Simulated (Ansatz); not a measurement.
# Ti4Se: what a guessed cell relaxes into

Aim: relax a trial structure of Ti4Se and see where it ends.

Method: DFT PBE, scalar-relativistic, plane waves, PAW, in Ansatz 0.2.0.

### 1 Starting point

Symmetry: Pm-3m, No. 221, cubic system. Conventional cell: a = 4.434 Å, b = 4.434 Å, c = 4.434 Å, α = 90.00°, β = 90.00°, γ = 90.00°. Around Ti (site symmetry m-3m) lie 12 Ti at 3.14 Å. Around Ti (site symmetry 4/mmm) lie 2 Se at 2.22 Å. Se (site symmetry m-3m) has 6 Ti at 2.22 Å as nearest neighbours.

Structure file:

```
Ti Se
1.0
     4.43383    0.00000    0.00000
     0.00000    4.43383    0.00000
     0.00000    0.00000    4.43383
Ti Se
4 1
Direct
  0.00000 0.00000 0.00000
  0.50000 0.50000 0.00000
  0.50000 0.00000 0.50000
  0.00000 0.50000 0.50000
  0.50000 0.50000 0.50000
```

The cell is invented: species swapped into a database cell of Mn4N (Pm-3m, No. 221). Its size is a rough estimate.

### 2 Probe: one point on a coarse mesh

input.yaml

```yaml
crystal:
  lattice:
    - [4.43382966, 0.0, 0.0]
    - [0.0, 4.43382966, 0.0]
    - [0.0, 0.0, 4.43382966]
  atoms:
    - { symbol: Ti, position: [0.0, 0.0, 0.0], spin: -1.0 }
    - { symbol: Ti, position: [0.5, 0.5, 0.0], spin: -1.0 }
    - { symbol: Ti, position: [0.5, 0.0, 0.5], spin: -1.0 }
    - { symbol: Ti, position: [0.0, 0.5, 0.5], spin: -1.0 }
    - { symbol: Se, position: [0.5, 0.5, 0.5] }
basis:
  ecutwfc: 420
kpoints:
  mp_grid: { grid: [4, 4, 4] }
hamiltonian:
  xc: pbe
scf:
  occupations: { method: gaussian, width: 0.1 }
  lower_state_search: "off"
output:
  forces: true
  stress: true
  eigenvalues: true
  populations: true
magnetization:
  spin_polarized: true
```

Run with:

```sh
$ ansatz run input.yaml --threads 1 --pin off --max-ram 2560MiB --backend cpu --events-out ev --progress --plain --runs-dir out
```

Standard output, cut to the lines that bear on the results:

```text
[...]
SCF converged after 21 iterations
Magnetization: -0.0002 μB (31.9999 up, 32.0001 down)
Absolute magnetization: 0.0003 μB (∫|ρ↑−ρ↓|, with the PAW one-centre terms)
Spin contamination: 0.0000 ħ² per cell (⟨S²⟩ above its minimum at these occupations)
Per-site moments (μB) at R_I (Å): [(-0.0001705882188189292, 1.2932662954249683), (-5.3783616124151665e-6, 0.914477367375), (-5.378361612440362e-6, 0.914477367375), (-5.378361612394117e-6, 0.914477367375), (2.997505668188629e-7, 0.914477367375)]
Free energy (F): -15466.572313 eV
[...]
E sigma→0 (E₀):  -15466.558482 eV
Entropy (-TS):   -0.027662 eV (-5.532 meV/atom)
Fermi energy:    13.255158 eV
[...]
--- Forces (eV/Å), atoms counted from 1 ---
  atom   1  Ti    -0.00000000    -0.00000000     0.00000000
  atom   2  Ti     0.00000000    -0.00000000    -0.00000000
  atom   3  Ti     0.00000000    -0.00000000     0.00000000
  atom   4  Ti     0.00000000    -0.00000000     0.00000000
  atom   5  Se     0.00000000     0.00000000    -0.00000000
[...]
--- Stress (GPa, compression-positive) ---
       19.948954      -0.000000       0.000000
        0.000000      19.948954      -0.000000
        0.000000      -0.000000      19.948954
  P = ⅓ Tr σ = 19.9490 GPa (199.490 kbar)
--- Band table (eV; the first three rows and the last of 20) ---
[...]
--- Löwdin populations: 5 sites ---
  site symbol       q [e]    m [muB]
     0     Ti     11.6427    -0.0002
     1     Ti     11.8667    -0.0000
     2     Ti     11.8667    -0.0000
     3     Ti     11.8667    -0.0000
     4     Se     15.8372     0.0000
  spilling = 0.014373 (of n_electrons = 64.000000)
```

Wall time 11 s (1 thread of Arm Neoverse V2, shared host); peak memory 0.38 GiB.

Site by site:

| atom | Löwdin electrons |
| --- | --- |
| Ti1 | 11.64 |
| Ti2 | 11.87 |
| Ti3 | 11.87 |
| Ti4 | 11.87 |
| Se5 | 15.84 |

The Löwdin counts miss 0.92 of the 64 electrons, which the atomic orbitals do not span, so they are no charges.

From the probe: pressure 19.9 GPa, largest force 0.00 eV/Å, gap on this mesh none (metal). A cheap, loose relaxation comes first.

### 3 Rough relaxation on the coarse mesh

Edit input.yaml of step 2 so:

```diff
@@ -27 +27,6 @@
   spin_polarized: true
+relax:
+  adjacent_minimum: "off"
+  f_tol: 0.04
+  max_steps: 70
+  cell: { stress_tol: 0.4 }
```

Run with:

```sh
$ ansatz run input.yaml --threads 1 --pin off --max-ram 2560MiB --backend cpu --events-out ev --progress --plain --runs-dir out
```

Standard output, cut to the lines that bear on the results:

```text
Warning: RAYON_NUM_THREADS=1 ignored (pool sized by the plan → 1); use --threads N
[...]
Pseudopotentials: kind: paw
Pseudopotential: Ti, paw, valence charge 12, recommended cutoff 420 eV (normal), Ti.paw.azcp
Pseudopotential: Se, paw, valence charge 16, recommended cutoff 420 eV (normal), Se.paw.azcp
Functional definition: PBE
[...]
Crystal: 5 atoms, lattice volume = 87.164 Å³
Basis set: ecut = 420 eV, 1743 PW (Γ), exchange–correlation on 60×60×60 points (8 copies of the dense FFT grid, shifted against one another)
Bands: 41, of which v1, the nominal top of the filled ones, is band 32 counted from 1 (31 counted from 0)
Symmetry: 48 space group operations
Space group: Pm-3m (ITA 221), of the structure as read, at distance tolerance 4.4e-5 Å
Magnetic group: BNS 221.92 (UNI 1594), of the structure as read, at distance tolerance 4.4e-5 Å
k-points: 10 of 64
[...]
Starting moments: Σ|m| = 4 μB on 4 of 5 sites
[...]
WARN: the starting moments were not kept: the SCF closed with an absolute magnetisation of 2.7e-4 μB, where they sum to 4 μB in size (4 sites). That is at most 0.1 of that sum. Measured as dr2_m measures the in/out step, that magnetisation stands 1.6e-8 eV from none, at or under the [...]
       -0.000000       0.000000      -0.000557
  P = ⅓ Tr σ = -0.0006 GPa (-0.006 kbar)
--- Band table (eV; the first three rows and the last of 20) ---
[...]
--- Relaxed structure (3 steps of the walk, 3 accepted, 1 SCFs on fresh bases) ---
  F+E_penalty+E_count = -15467.30841495 eV   max|allowed force component| = 9.138e-30 eV/Å   (the final SCF, on the basis selected at the relaxed cell)
  cell:  # Å, volume = 100.5702 Å³
    - [4.650394846284702, -3.7716128077583363e-34, 6.419766481290786e-34]
    - [-3.7716128077583363e-34, 4.650394846284702, 0.0]
    - [6.419766481290786e-34, 0.0, 4.650394846284702]
  atoms:
    - { symbol: Ti, position: [-5.067669353029909e-35, 2.5338346765345923e-36, 7.601504029542296e-36] }
    - { symbol: Ti, position: [0.5, 0.5, -1.447905529445102e-36] }
    - { symbol: Ti, position: [0.5, -8.325456794244754e-36, 0.5] }
    - { symbol: Ti, position: [2.895811058850615e-35, 0.5, 0.5] }
    - { symbol: Se, position: [0.5, 0.5, 0.5] }
--- Löwdin populations: 5 sites ---
  site symbol       q [e]    m [muB]
     0     Ti     11.6398     0.4115
     1     Ti     11.7932    -0.0001
     2     Ti     11.7932    -0.0001
     3     Ti     11.7932    -0.0001
     4     Se     16.0002    -0.0010
  spilling = 0.015319 (of n_electrons = 64.000000)
```

Run time: 33 s. Hardware: 1 thread of Arm Neoverse V2, shared host; peak memory 0.41 GiB.

Relaxation path:

| step | energy from step 1 (eV/cell) | largest force component (eV/Å) | pressure (GPa) | volume (Å³) |
| --- | --- | --- | --- | --- |
| 1 | 0.0000 | 0.0000 | 19.95 | 87.16 |
| 2 | -0.7323 | 0.0000 | -0.41 | 100.89 |
| 3 | -0.7329 | 0.0000 | -0.08 | 100.57 |
| 4 | -0.7361 | 0.0000 | 0.00 | 100.57 |

Step 1 is the start. Step 4 repeats the geometry before it on a plane-wave basis chosen anew for that cell, so its energy need not be comparable with the rows above.

|  | before | after | change |
| --- | --- | --- | --- |
| a (Å) | 4.434 | 4.650 | +4.9 % |
| b (Å) | 4.434 | 4.650 | +4.9 % |
| c (Å) | 4.434 | 4.650 | +4.9 % |
| volume (Å³/atom) | 17.43 | 20.11 | +15.4 % |
| shortest distance (Å) | 2.217 | 2.325 | +4.9 % |
| space group (0.01 Å) | Pm-3m | Pm-3m | same |

The run keeps the 48 symmetry operations of the start, so it could not have lowered the symmetry.

Site by site:

| atom | moment in the atom's sphere (μB) | Löwdin electrons |
| --- | --- | --- |
| Ti1 | 0.35 | 11.64 |
| Ti2 | 0.00 | 11.79 |
| Ti3 | 0.00 | 11.79 |
| Ti4 | 0.00 | 11.79 |
| Se5 | 0.00 | 16.00 |

The Löwdin counts miss 0.98 of the 64 electrons, which the atomic orbitals do not span, so they are no charges.

### 4 Relaxation on the finer mesh

The end of the coarse run is made exact in the group found at a tolerance of 0.06 Å and reduced to its primitive cell.

input.yaml

```yaml
crystal:
  lattice:
    - [4.6503948463, 0.0, 0.0]
    - [0.0, 4.6503948463, 0.0]
    - [0.0, 0.0, 4.6503948463]
  atoms:
    - { symbol: Ti, position: [0.0, 0.0, 0.0], spin: 0.38 }
    - { symbol: Ti, position: [0.5, 0.5, 0.0] }
    - { symbol: Ti, position: [0.5, 0.0, 0.5] }
    - { symbol: Ti, position: [0.0, 0.5, 0.5] }
    - { symbol: Se, position: [0.5, 0.5, 0.5] }
basis:
  ecutwfc: 420
kpoints:
  mp_grid: { grid: [8, 8, 8] }
hamiltonian:
  xc: pbe
scf:
  occupations: { method: gaussian, width: 0.1 }
output:
  forces: true
  stress: true
  eigenvalues: true
  populations: true
  write_density: true
  write_potential: true
  elf: true
  volumetric_format: npy
magnetization:
  spin_polarized: true
relax:
  adjacent_minimum: "off"
  f_tol: 0.01
  max_steps: 80
  cell: { stress_tol: 0.05 }
```

Run with:

```sh
$ ansatz run input.yaml --threads 1 --pin off --max-ram 2560MiB --backend cpu --events-out ev --progress --plain --runs-dir out
```

Standard output, cut to the lines that bear on the results:

```text
Warning: RAYON_NUM_THREADS=1 ignored (pool sized by the plan → 1); use --threads N
[...]
[... 4 set-up lines as earlier in the session ...]
[...]
Crystal: 5 atoms, lattice volume = 100.570 Å³
Basis set: ecut = 420 eV, 1935 PW (Γ), exchange–correlation on 64×64×64 points (8 copies of the dense FFT grid, shifted against one another)
Bands: 39, of which v1, the nominal top of the filled ones, is band 32 counted from 1 (31 counted from 0)
[... 1 set-up line as earlier in the session ...]
Space group: Pm-3m (ITA 221), of the structure as read, at distance tolerance 4.7e-5 Å
Magnetic group: BNS 221.92 (UNI 1594), of the structure as read, at distance tolerance 4.7e-5 Å
k-points: 35 of 512
[...]
Starting moments: Σ|m| = 0.38 μB on 1 of 5 sites
[...]
WARN: the starting moments were not kept: the SCF closed with an absolute magnetisation of 1.4e-5 μB, where they sum to 0.38 μB in size (1 site). That is at most 0.1 of that sum. Measured as dr2_m measures the in/out step, that magnetisation stands 3.3e-11 eV from none, at or under the [...]
        0.000000       0.000000       0.004221
  P = ⅓ Tr σ = 0.0042 GPa (0.042 kbar)
--- Band table (eV; the first three rows and the last of 70) ---
[...]
--- Relaxed structure (2 steps of the walk, 2 accepted, 1 SCFs on fresh bases) ---
  F+E_penalty+E_count = -15467.32225379 eV   max|allowed force component| = 1.181e-29 eV/Å   (the final SCF, on the basis selected at the relaxed cell)
  cell:  # Å, volume = 100.4987 Å³
    - [4.6492916127797095, -6.269303204385533e-38, 0.0]
    - [-6.269303204385533e-38, 4.6492916127797095, 0.0]
    - [8.024708101613482e-36, 4.012354050806741e-36, 4.6492916127797095]
  atoms:
    - { symbol: Ti, position: [8.789760492082902e-37, -4.475767612533011e-37, -4.853241989493626e-38] }
    - { symbol: Ti, position: [0.5, 0.5, 1.8873718848030768e-38] }
    - { symbol: Ti, position: [0.5, 1.1189419031332531e-37, 0.5] }
    - { symbol: Ti, position: [-9.167234869043505e-38, 0.5, 0.5] }
    - { symbol: Se, position: [0.5, 0.5, 0.5] }
--- Löwdin populations: 5 sites ---
  site symbol       q [e]    m [muB]
     0     Ti     11.6434     0.0000
     1     Ti     11.7943    -0.0000
     2     Ti     11.7943    -0.0000
     3     Ti     11.7943    -0.0000
     4     Se     15.9994     0.0000
  spilling = 0.015226 (of n_electrons = 64.000000)
```

Run time: 66 s. Hardware: 1 thread of Arm Neoverse V2, shared host; peak memory 0.53 GiB.

Step by step:

```csv
step,E - E(step 1) (eV/cell),largest force component (eV/Å),pressure (GPa),volume (Å³)
1,0.0000,0.0000,-0.07,100.57
2,0.0000,0.0000,0.00,100.50
3,0.0000,0.0000,0.00,100.50
```

Step 1 is the start. Step 3 repeats the geometry before it on a plane-wave basis chosen anew for that cell, so its energy need not be comparable with the rows above.

|  | before | after | change |
| --- | --- | --- | --- |
| a (Å) | 4.650 | 4.649 | 0.0 % |
| b (Å) | 4.650 | 4.649 | 0.0 % |
| c (Å) | 4.650 | 4.649 | 0.0 % |
| volume (Å³/atom) | 20.11 | 20.10 | -0.1 % |
| shortest distance (Å) | 2.325 | 2.325 | 0.0 % |
| space group (0.01 Å) | Pm-3m | Pm-3m | same |

The run keeps the 48 symmetry operations of the start, so it could not have lowered the symmetry.

Site by site:

| atom | Löwdin electrons |
| --- | --- |
| Ti1 | 11.64 |
| Ti2 | 11.79 |
| Ti3 | 11.79 |
| Ti4 | 11.79 |
| Se5 | 16.00 |

The Löwdin counts miss 0.98 of the 64 electrons, which the atomic orbitals do not span, so they are no charges.

Density in a lattice plane of the grid's cell (edges 4.65 and 4.65 Å, at 0.500 of the third edge), which holds Ti and Se.

Ten even steps from '0' (0.09 e/Å³) to '9' (45.31 e/Å³):
```
000000000011211000000000
000000000001110000000000
000000000000000000000000
000000000000000000000000
000000000000000000000000
000000000000000000000000
000000000000000000000000
110000000001110000000001
211000000014641000000011
221000000027972000000012
211000000014641000000011
110000000001110000000001
000000000000000000000000
000000000000000000000000
000000000000000000000000
000000000000000000000000
000000000000000000000000
000000000001110000000000
000000000011211000000000
000000000012221000000000
```
Columns run along the first of these edges and rows up along the second, over one cell in 24 and 20 even steps from the bottom left corner. Atoms in the plane (fractional): Ti at (0.50, 0.00), Ti at (1.00, 0.50), Se at (0.50, 0.50).

ELF in the same plane.

Ten even steps from '0' (0.00) to '9' (0.76):
```
777642114873237841124677
766642112677777621124666
555543111246664211134555
222333221122222112233322
111123344444444444332111
221112467889998876421112
665211479999999997411256
677621489987678998412677
137842489963236998424873
006852489851115898425860
137842489963236998424873
677621489987678998412677
665211479999999997411256
221112467889998876421112
111123344444444444332111
222333221122222112233322
555543111246664211134555
766642112677777621124666
777642114873237841124677
777642115850005851124677
```
Columns run along the first of these edges and rows up along the second, over one cell in 24 and 20 even steps from the bottom left corner. Atoms in the plane (fractional): Ti at (0.50, 0.00), Ti at (1.00, 0.50), Se at (0.50, 0.50).

Both are smooth fields of the valence electrons: close to the nuclei they are not physical.

Maxima of ELF outside the ion cores: 0.76 in the shell around Se, 0.8 Å from Se; 0.61 between the atoms, 2.3 Å from Ti.

### 5 What came out

| quantity | value |
| --- | --- |
| symmetry at the end (tolerance 0.05 Å) | space group Pm-3m (No. 221) |
| conventional cell | a = 4.649 Å, b = 4.649 Å, c = 4.649 Å, α = 90.00°, β = 90.00°, γ = 90.00° |
| volume | 20.10 Å³/atom |
| energy over the elements | +0.09 eV/atom |
| gap on the mesh | none (metal) |

In words: The space group Pm-3m (No. 221) is kept, and the volume per atom grows by 15.3 % from the first guess. The formation energy is positive, so the separate elements lie lower. No finished test with a distortion of lower symmetry is shown, so the end may be a saddle point. Other magnetic orders were not searched.
